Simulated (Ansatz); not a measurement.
# A low-energy model for MoS2 (1H sheet): bands, U and J

Wanted: the parameters of a Hubbard-Kanamori model for MoS2 (1H sheet).

Program: Ansatz 0.2.0. Level of theory: non-magnetic PBEsol, then constrained RPA, plane waves, PAW. Results are calculated unless marked as measured.

### Step 1. The starting structure

The cell holds 3 atoms: 1 Mo and 2 S. Its edges and angles: a = 3.140 Å, b = 3.140 Å, c = 30.263 Å, α = 90.0°, β = 90.0°, γ = 120.0°. Vacuum lies along c.

The structure was relaxed with PBEsol. The structure was generated from a model, not taken from a measurement. The runs that relaxed it are not among those shown. The program's search for lower electronic states was switched off, so nothing shows that the state found is the lowest. The default PAW set here is soft_2. Its files were made with PBE. The Coulomb interaction is cut off across the vacuum.

### Step 2. PBEsol bands and orbital weights

This step: DFT, PBEsol, plane waves, PAW.

input.yaml

```yaml
crystal:
  lattice:
    - [-2.71969099, 1.57021433, 0.0]
    - [0.0, -3.14042865, 0.0]
    - [0.0, 0.0, 30.26341314]
  atoms:
    - { symbol: Mo, position: [0.0, 0.0, 0.3124002101] }
    - { symbol: S, position: [0.3333333333, 0.6666666667, 0.3638940654] }
    - { symbol: S, position: [0.3333333333, 0.6666666667, 0.2609063547] }
  periodic: [true, true, false]
kpoints:
  mp_grid: { grid: [12, 12, 1] }
  band_path:
    path:
      - [0.0, 0.0, 0.0]
      - [0.5, 0.0, 0.0]
      - [0.33333333, 0.33333333, 0.0]
      - [0.0, 0.0, 0.0]
    npoints: 10
hamiltonian:
  xc: pbesol
scf:
  occupations: { method: gaussian, width: 0.08 }
  n_extra_bands: 19
  max_iter: 150
  lower_state_search: "off"
output:
  eigenvalues: true
  forces: true
  stress: true
  fatbands: true
  write_density: true
  write_potential: true
  elf: true
  volumetric_format: npy
```

The run is started by

```sh
$ ansatz run input.yaml --threads 4 --pin off --max-ram 14745MiB --backend cpu --events-out ev --progress --plain --runs-dir out
```

Numbers of over 12 decimals in the logs are rounded to 6 here.

The log of the run:

```text
scf.n_extra_bands = 19 over 13 filled bands (N_el = 26.0): the run solves 32 bands
Engine: ansatz 0.2.0, aarch64-unknown-linux-gnu
Pseudopotentials: kind: paw
Pseudopotential: Mo, paw, valence charge 14, recommended cutoff 420 eV (normal), Mo.paw.azcp
Pseudopotential: S, paw, valence charge 6, recommended cutoff 420 eV (normal), S.paw.azcp
Functional definition: PBEsol
  exchange = pbesol_x
  correlation = pbesol_c
Crystal: 3 atoms, lattice volume = 258.480 Å³
Basis set: ecut = 420 eV, 5009 PW (Γ), exchange–correlation on 48×48×432 points (8 copies of the dense FFT grid, shifted against one another)
Bands: 32, of which v1, the nominal top of the filled ones, is band 13 counted from 1 (12 counted from 0)
Symmetry: 12 space group operations
Space group: P-6m2 (ITA 187), of the structure as read, at distance tolerance 6.4e-5 Å
k-points: 19 of 144 (time reversal used)
Non-local potential: Mo, projectors of the file, l = 0: 3, l = 1: 2, l = 2: 2, l = 3: 1
Non-local potential: S, projectors of the file, l = 0: 2, l = 1: 2, l = 2: 2
PAW form: soft (Blöchl's): semilocal exchange-correlation on the pseudo side does not see the compensation charge
PAW frozen core: Mo, regenerated for the run's functional, and the local potential with it (the file was generated under x = pbe(κ = 0.804, μ = 0.219515), c = pbe(β = 0.066725))
PAW frozen core: S, regenerated for the run's functional, and the local potential with it (the file was generated under x = pbe(κ = 0.804, μ = 0.219515), c = pbe(β = 0.066725))
PAW one-centre angular grid: Mo, 590 points (default); XC on 64 Gauss nodes
PAW one-centre angular grid: S, 110 points (default); XC on 64 Gauss nodes
Initial density: superposition of atomic densities (neutral atoms: chi_scale 0, normalization atom), corrected by the library's trained network
Initial wavefunctions: pseudopotential atomic-orbital guess
Functional: x = pbesol(κ = 0.804, μ = 0.123457), c = pbesol(β = 0.046)
SCF iter   1: F=—  HF=-6670.139358 eV  |F-HF|=—  |Δ(HF+E_count)|=         —  Δρ=3.33e-3  dr2=3.78e-2  ethr=1.77e-3  ⟨swp⟩=12.5  Hψ=5508  notcnv=0  defer=135
preconditioner: auto → none  [insulator: Δε(μ)=1.804 eV  Ē_g=13.805 eV  σ=0.080 eV  W_gap=1.00  n_scr=16 (ndim 8)  ℏωp=9.8 eV  f_vac=0.767  D(μ)=0.00/eV (n_scr^D=0)  ε∞_Penn≈1.5]
SCF iter   2: F=—  HF=-6670.160901 eV  |F-HF|=—  |Δ(HF+E_count)|=   2.15e-2  Δρ=4.39e-3  dr2=1.52e-1  ethr=1.45e-4  ⟨swp⟩=3.5  Hψ=1171  notcnv=0  defer=269
SCF iter   3: F=—  HF=-6670.140897 eV  |F-HF|=—  |Δ(HF+E_count)|=   2.00e-2  Δρ=1.32e-3  dr2=5.31e-3  ethr=1.45e-4  ⟨swp⟩=2.6  Hψ=579  notcnv=0  defer=269
SCF iter   4: F=—  HF=-6670.142058 eV  |F-HF|=—  |Δ(HF+E_count)|=   1.16e-3  Δρ=3.33e-4  dr2=1.00e-4  ethr=2.04e-5  ⟨swp⟩=3.1  Hψ=709  notcnv=0  defer=270
SCF iter   5: F=—  HF=-6670.142201 eV  |F-HF|=—  |Δ(HF+E_count)|=   1.42e-4  Δρ=7.82e-5  dr2=2.21e-5  ethr=3.85e-7  ⟨swp⟩=3.9  Hψ=855  notcnv=0  defer=270
SCF iter   6: F=—  HF=-6670.142174 eV  |F-HF|=—  |Δ(HF+E_count)|=   2.65e-5  Δρ=1.38e-5  dr2=5.25e-7  ethr=8.48e-8  ⟨swp⟩=2.7  Hψ=772  notcnv=0  defer=284
SCF iter   7: F=-6670.142174 eV  HF=-6670.142174 eV  |F-HF|=4.27e-8  |Δ(HF+E_count)|=   5.36e-8  Δρ=3.62e-6  dr2=1.42e-8  ethr=3.85e-10  ⟨swp⟩=33.3  Hψ=8667  notcnv=0
SCF 1 converged in 7 iterations: F = -6670.142174 eV  dr2 = 1.42e-8
  greatest PAW one-centre occupation: 0.999 electrons in one spin orbital (limit 2), on the Mo atom at site 0 (counted from 0), in its partial waves of l = 0
NSCF: frozen V_eff on 31 k-points
SCF converged after 7 iterations
Free energy (F): -6670.142174 eV
Harris-Foulkes:  -6670.142174 eV  (|F-HF|=4.27e-8)
Internal energy: -6670.142174 eV  (E = F + TS)
E sigma→0 (E₀):  -6670.142174 eV
Fermi energy:    -5.065056 eV
--- Per-component energies (eV) ---
  E_band       = -576.732792
  E_kinetic    = 656.645246
  E_local      = -45767.169769  (includes V_loc(G=0)·N_el)
  E_nonlocal   = 201.397686
  E_hartree    = 22445.832666
  E_xc         = -375.680307
  E_vxc        = -404.538083  (∫ρ·V_xc dr)
  E_paw        = -4311.919926  (= ΣΔE_a)
  E_vpaw       = -154.739668  (= ΣTr[D̂ρ^β])
  E_aug_tail   = 0.000032  (compensation charges beyond the density's cutoff)
  E_ewald      = 20480.419000
  E_core_change = 0.333198  (= ΣΔE_core)
  E_smearing   = -0.000000  (= −TS)
  E_closure    = -0.000000  (closes the sum)
  Σ components = -6670.142174   (vs F -6670.142174, Δ=0.00e0)
--- Forces (eV/Å), atoms counted from 1 ---
  atom   1  Mo     0.00000000     0.00000000     0.00000000
  atom   2  S     -0.00000000     0.00000000     0.00068589
  atom   3  S     -0.00000000     0.00000000    -0.00068589
  max |Σ_I F_I| component: 5.44e-17 eV/Å
--- 2D stress c σ (N/m, compression-positive) ---
        0.006130       0.000000       0.000000
        0.000000       0.006130       0.000000
        0.000000       0.000000       0.000000
  P = ½ c Tr σ = 0.0061 N/m
--- Band table (eV; the first three rows and the last of 19) ---
  k-point 0: bands = [... 9 lower, -7.8161, -7.4267, -7.4267, -6.0405, -3.0711, -3.0711, -2.7944, -2.7944, ... 15 higher]
  k-point 1: bands = [... 9 lower, -8.2928, -7.5996, -7.1149, -6.0834, -3.2185, -3.1066, -2.9200, -2.8814, ... 15 higher]
  k-point 2: bands = [... 9 lower, -8.1507, -8.0051, -7.0301, -6.3010, -3.6039, -3.2852, -3.2089, -2.4502, ... 15 higher]
  k-point 18: bands = [... 9 lower, -9.5308, -8.9140, -8.1439, -5.9684, -4.1617, -2.9125, -2.2530, -0.8385, ... 15 higher]
  ° read free of the cell's end (the report's vacuum.weakly_bound_levels)
```

Elapsed: 14 s, on 4 threads of Arm Neoverse V1, shared host; peak memory 0.62 GiB; 54 s of CPU time.

The column dr2 measures how far the density is from self-consistency, as an energy; F and HF (Harris–Foulkes) agree once it is small.

Numbers from this step:

| Quantity | Value |
| --- | --- |
| filled bands | 13 |
| gap | 1.807 eV |
| valence top at | K |
| conduction bottom at | K |
| least direct gap | 1.807 eV |

The gap is direct, at (0.333, 0.333, 0.000).

The electronic bands at the labelled points (eV, zero at the Fermi level):

```csv
point,band 10,band 11,band 12,band 13,band 14,band 15,band 16,band 17
Γ,-2.75,-2.36,-2.36,-0.98,1.99,1.99,2.27,2.27
halfway,-3.39,-2.64,-2.23,-1.67,1.30,1.58,2.11,3.05
M,-4.10,-2.81,-1.78,-1.56,1.50,2.01,3.04,3.58
halfway,-4.10,-3.27,-2.81,-1.21,1.38,2.31,2.66,3.65
K,-4.47,-3.85,-3.08,-0.90,0.90,2.15,2.81,4.23
halfway,-4.16,-2.86,-1.91,-1.71,1.06,1.69,1.86,3.45
Γ,-2.75,-2.36,-2.36,-0.98,1.99,1.99,2.27,2.27
```

Of the projections kept (Mo 4d, S 3p), the largest for each band there; the rest of the weight can lie on other orbitals:

```csv
point,band 10,band 11,band 12,band 13,band 14,band 15,band 16,band 17
Γ,S 3p 0.98,Mo 4d 0.58,Mo 4d 0.58,Mo 4d 0.58,S 3p 0.57,S 3p 0.57,S 3p 0.68,S 3p 0.68
M,Mo 4d 0.52,S 3p 0.81,S 3p 0.90,Mo 4d 0.48,Mo 4d 0.92,Mo 4d 0.74,Mo 4d 0.43,S 3p 0.53
K,S 3p 0.61,S 3p 0.97,S 3p 0.65,Mo 4d 0.79,Mo 4d 0.79,Mo 4d 0.45,Mo 4d 0.60,Mo 4d 0.54
Γ,S 3p 0.98,Mo 4d 0.58,Mo 4d 0.58,Mo 4d 0.58,S 3p 0.57,S 3p 0.57,S 3p 0.68,S 3p 0.68
```

Valence density in the ca plane at fractional y = 0.667, with atoms of S within 0.2 Å of it. It is the smooth field of the valence electrons, not physical close to the nuclei.

Values in units of 1e-1 e/Å³, 5 rows by 16 columns, each cell a mean:
```
0.0 0.0 0.0 0.0 0.0 0.1 0.6 2.1 5.6 5.6 2.1 0.6 0.1 0.0 0.0 0.0
0.0 0.0 0.0 0.0 0.0 0.1 1.5 4.7 4.7 4.7 4.7 1.4 0.1 0.0 0.0 0.0
0.0 0.0 0.0 0.0 0.0 0.2 5.1 9.4 5.3 5.3 9.4 5.0 0.2 0.0 0.0 0.0
0.0 0.0 0.0 0.0 0.0 0.2 6.1 8.1 5.6 5.7 8.1 6.1 0.2 0.0 0.0 0.0
0.0 0.0 0.0 0.0 0.0 0.1 2.5 7.3 4.7 4.7 7.3 2.5 0.1 0.0 0.0 0.0
```
Columns run along c (16.0 Å, from fractional 0.02 to 0.55 of the cell), rows up along a (3.1 Å). Atoms in or near the plane, at fractional coordinates: S at (0.36, 0.33), S at (0.26, 0.33).

Electrostatic potential energy in the ca plane at fractional y = 0.667, with atoms of S within 0.2 Å of it. With pseudopotentials it is smooth inside the atoms' cores, unlike the true potential.

Values in eV, 5 rows by 16 columns, each cell a mean:
```
  0   0   0   0   0   0  -1  -4 -17 -17  -4  -1   0   0   0   0
  0   0   0   0   0   0  -3 -10 -12 -12 -10  -3   0   0   0   0
  0   0   0   0   0   0 -13 -38 -12 -12 -38 -13   0   0   0   0
  0   0   0   0   0   0 -16 -39 -14 -14 -39 -16   0   0   0   0
  0   0   0   0   0   0  -5 -20 -11 -11 -20  -5   0   0   0   0
```
Columns run along c (16.0 Å, from fractional 0.02 to 0.55 of the cell; values clipped at the 3rd and 97th percentile), rows up along a (3.1 Å). Atoms in or near the plane, at fractional coordinates: S at (0.36, 0.33), S at (0.26, 0.33).

### Step 3. Constrained RPA: Mo d, bands v1 to c4, 6×6×1 mesh, medium accuracy

Constrained RPA screens the interaction with every transition except those inside the target bands, which a later many-body model would treat itself.

This step: constrained RPA on PBEsol, plane waves, PAW.

input.yaml, the sections that differ from step 2:

```yaml
kpoints:
  mp_grid: { grid: [12, 12, 1] }
output:
  crpa:
    kmesh: [6, 6, 1]
    target_bands: [v1, c4]
    projections: [{ species: Mo, l: d, shell: 4 }]
  local_orbitals:
    kmesh: [12, 12, 1]
    orbitals: [{ species: Mo, l: d, shell: 4 }]
    window: { bands: [v1, c4] }
    seedname: lo
# crystal, hamiltonian, scf: as in step 2
```

The log of the run:

```text
[...]
Crystal: 3 atoms, lattice volume = 258.480 Å³
Basis set: ecut = 420 eV, 5009 PW (Γ)
Bands: 32, of which v1, the nominal top of the filled ones, is band 13 counted from 1 (12 counted from 0)
Symmetry: 12 space group operations
[...]
k-points: 19 of 144 (time reversal used)
[...]
SCF iter   1: F=—  HF=-6670.139530 eV  |F-HF|=—  |Δ(HF+E_count)|=         —  Δρ=3.33e-3  dr2=3.78e-2  ethr=1.77e-3  ⟨swp⟩=12.4  Hψ=5475  notcnv=0  defer=137
[...]
SCF iter   7: F=-6670.142298 eV  HF=-6670.142298 eV  |F-HF|=1.83e-8  |Δ(HF+E_count)|=   6.07e-9  Δρ=3.59e-6  dr2=1.21e-8  ethr=3.85e-10  ⟨swp⟩=21.8  Hψ=6127  notcnv=0
SCF 1 converged in 7 iterations: F = -6670.142298 eV  dr2 = 1.21e-8
[...]
NSCF: frozen V_eff on 22 k-points
[...]
cRPA screening: q 1/36
cRPA screening: q 2/36
cRPA screening: q 8/36 (q-point 3)
cRPA screening: q 14/36 (q-point 4)
cRPA screening: q 17/36 (q-point 8)
cRPA screening: q 23/36 (q-point 9)
cRPA screening: q 35/36 (q-point 15)
SCF converged after 7 iterations
Free energy (F): -6670.142298 eV
[...]
Internal energy: -6670.142298 eV  (E = F + TS)
E sigma→0 (E₀):  -6670.142298 eV
Fermi energy:    -5.065014 eV
[...]
--- Band table (eV; the first three rows and the last of 19) ---
  k-point 0: bands = [... 9 lower, -7.8160, -7.4267, -7.4267, -6.0405, -3.0711, -3.0711, -2.7944, -2.7944, ... 15 higher]
  k-point 1: bands = [... 9 lower, -8.2928, -7.5996, -7.1148, -6.0834, -3.2185, -3.1065, -2.9199, -2.8814, ... 15 higher]
  k-point 2: bands = [... 9 lower, -8.1507, -8.0050, -7.0301, -6.3009, -3.6038, -3.2852, -3.2088, -2.4502, ... 15 higher]
  k-point 18: bands = [... 9 lower, -9.5307, -8.9139, -8.1439, -5.9683, -4.1617, -2.9125, -2.2530, -0.8385, ... 15 higher]
  ° read free of the cell's end (the report's vacuum.weakly_bound_levels)
  °? not known for the slab's own: over its row's bound_up_to_ev there, or no deeper under its free states than its continued_xc_part_ev in size
--- cRPA (band scheme, projected local orbitals): target bands 13..17 (1-based), 5 Wannier function(s), 6×6×1 mesh, 34 bands' worth read of 39 solved, ecut_chi 136.0 eV, v(q+G=0) probe_charge, pair densities all_electron ---
  χ-basis size per q: N_G = 855..969
  window electrons = 2.0000, filled by tetrahedron_uncorrected; constrained ε̄⁻¹(q = 0, 0) head = 0.591154; min gauge Gram eig = 0.3038
  Kanamori averages over each shell's own Wannier functions (sites counted from 0, functions from 1):
    Site 0, 4D, 5 of 5 d orbitals (Wannier functions 1, 2, 3, 4, 5; wannier90's mr 1, 2, 3, 4, 5):
      screened: U = 2.4547 eV, U' = 2.0825 eV, J = 0.1816 eV
      screened d-shell averages: U_bar = F0 = 2.1569 eV, J_bar = 0.2560 eV
      screened, to within: U = 4.4e-3 eV, U' = 4.4e-3 eV, J = 2.7e-4 eV
      screened d-shell averages, to within: U_bar = 3.9e-3 eV, J_bar = 3.9e-4 eV
      bare: V = 8.8318 eV, V' = 8.2341 eV, J = 0.2815 eV
      bare d-shell averages: V_bar = F0 = 8.3536 eV, J_bar = 0.4010 eV
  Hermiticity witness max|P − P†| over intra, direct and exchange elements: 7.11e-15 eV (screened), 8.88e-16 eV (bare)
  Reality witness max|Im| over intra, direct and exchange elements: 2.67e-10 eV (screened), 5.00e-12 eV (bare)
```

Wall time 2 min (4 threads); peak memory 1.6 GiB.

Numbers from this step:

```
U                                                 : 2.455 eV
U prime (inter-orbital)                           : 2.082 eV
J                                                 : 0.1816 eV
bare V                                            : 8.832 eV
bare J                                            : 0.2815 eV
stated bound on U                                 : 0.004302 eV
U over bare V                                     : 0.2779
electrons in the window                           : 2
head of the constrained inverse dielectric matrix : 0.5912
least eigenvalue of the projection's overlap      : 0.3038
target functions                                  : 5
bands in the sums                                 : 34
r.m.s. miss of the model bands                    : 0.006259 eV
width of the target bands                         : 6.156 eV
weight of the projected orbitals in the window    : 0.5525
```

On the Mo d shell, screening brings the on-site interaction from 8.8 eV down to U = 2.45 eV.

Kanamori averages over each shell's functions. Crpa shells, by row:

```csv
site,element,shell,orbitals,U (eV),U' (eV),J (eV),bare V (eV),bare V' (eV),bare J (eV),bound on U (eV)
1,Mo,4D,5,2.455,2.082,0.1816,8.832,8.234,0.2815,0.004302
```

Density-density elements U_iijj, eV. U matrix, by row:

```csv
orbital,Mo1 dz2,Mo1 dxz,Mo1 dyz,Mo1 dx2-y2,Mo1 dxy
Mo1 dz2,2.701,2.172,2.172,2.108,2.108
Mo1 dxz,2.172,2.358,1.987,2.026,2.038
Mo1 dyz,2.172,1.987,2.358,2.038,2.026
Mo1 dx2-y2,2.108,2.026,2.038,2.428,2.151
Mo1 dxy,2.108,2.038,2.026,2.151,2.428
```

Exchange elements U_ijji, eV. J matrix, by row:

```csv
orbital,Mo1 dz2,Mo1 dxz,Mo1 dyz,Mo1 dx2-y2,Mo1 dxy
Mo1 dz2,-,0.14,0.14,0.238,0.238
Mo1 dxz,0.14,-,0.185,0.19,0.177
Mo1 dyz,0.14,0.185,-,0.177,0.19
Mo1 dx2-y2,0.238,0.19,0.177,-,0.139
Mo1 dxy,0.238,0.177,0.19,0.139,-
```

Projected local orbitals of the target window. Electronic bands along the path, in eV, zero at the Fermi level; v1 is the highest filled band, c1 the lowest empty one:

```csv
point,v1,c1,c2,c3,c4
Γ,-0.98,1.99,1.99,2.27,2.27
halfway,-1.67,1.30,1.58,2.11,3.05
M,-1.56,1.50,2.01,3.04,3.58
halfway,-1.21,1.38,2.31,2.66,3.65
K,-0.90,0.90,2.15,2.81,4.23
halfway,-1.71,1.06,1.69,1.86,3.45
Γ,-0.98,1.99,1.99,2.27,2.27
```

The same for Kohn-Sham, solved directly:

```csv
point,v1,c1,c2,c3,c4
Γ,-0.98,1.99,1.99,2.27,2.27
M,-1.56,1.50,2.01,3.04,3.58
K,-0.90,0.90,2.15,2.81,4.23
Γ,-0.98,1.99,1.99,2.27,2.27
```

The first set of electronic bands as a text plot (rows in eV, shown from -1.9 to 2.2 only):

```
    2.1 | ++++    ++           ++++     +++++     ++         +++
    1.9 |+++  ++++        +++++                +++         ++++++
    1.8 |   ++++++      ++                        +++++++++++
    1.6 |     ++  ++  ++                              +++++
    1.4 |       ++  ++++++++++++++++                     ++
    1.3 |         ++                +        +++++    +++
    1.1 |                            +++   ++     ++++
    0.9 |                               +++
    0.7 |
    0.6 |
    0.4 |
    0.2 |
    0.1 |
   -0.1 |
   -0.3 |
   -0.5 |
   -0.6 |
   -0.8 |
   -1.0 |*****                        *******                ****
   -1.1 |     **                   ***                     **
   -1.3 |       **             ****          **          **
   -1.5 |                   ***                ***    ***
   -1.7 |         **      **                      ****
   -1.8 |           ******
         Γ                   M           K                      Γ
```

Onsite levels, by row:

```csv
orbital,level less Fermi level (eV)
Mo1 dz2,0.1907
Mo1 dxz,2.848
Mo1 dyz,2.848
Mo1 dx2-y2,0.8146
Mo1 dxy,0.8146
```

Largest distinct elements between sites. Hoppings, by row:

```csv
from,to,cell,distance (Å),t (eV)
Mo1 dz2,Mo1 dxy,1 1 0,3.14,0.5412
Mo1 dx2-y2,Mo1 dxy,1 1 0,3.14,-0.5232
Mo1 dx2-y2,Mo1 dz2,1 1 0,3.14,0.5216
Mo1 dx2-y2,Mo1 dz2,0 1 0,3.14,-0.4159
Mo1 dxy,Mo1 dz2,0 -1 0,3.14,0.3621
Mo1 dxy,Mo1 dx2-y2,0 -1 0,3.14,0.3576
Mo1 dxy,Mo1 dxy,0 -1 0,3.14,0.3072
Mo1 dxz,Mo1 dyz,-2 0 0,6.281,-0.2811
Mo1 dz2,Mo1 dz2,-1 0 0,3.14,-0.2405
Mo1 dx2-y2,Mo1 dx2-y2,-1 0 0,3.14,0.2116
Mo1 dyz,Mo1 dyz,0 1 0,3.14,-0.1948
Mo1 dxy,Mo1 dx2-y2,1 0 0,3.14,-0.192
```

(Continued in part 2 of 2.)

[Paths, hosts, dates, memory and timing lines, banners, echoed tables and standing remarks are left out of the program output.]

[Logs are printed without paths, hosts, clocks, repeated set-up lines and the standing remarks that a program may print on its own settings, such as how far it seeks lower states.]

[Runs of the session that timed out or met a known fault of the program may be left out.]

[Hosts, paths, dates, database ids (printed as entryN), source tags and the programs' standing remarks are cut or masked in the printed files.]
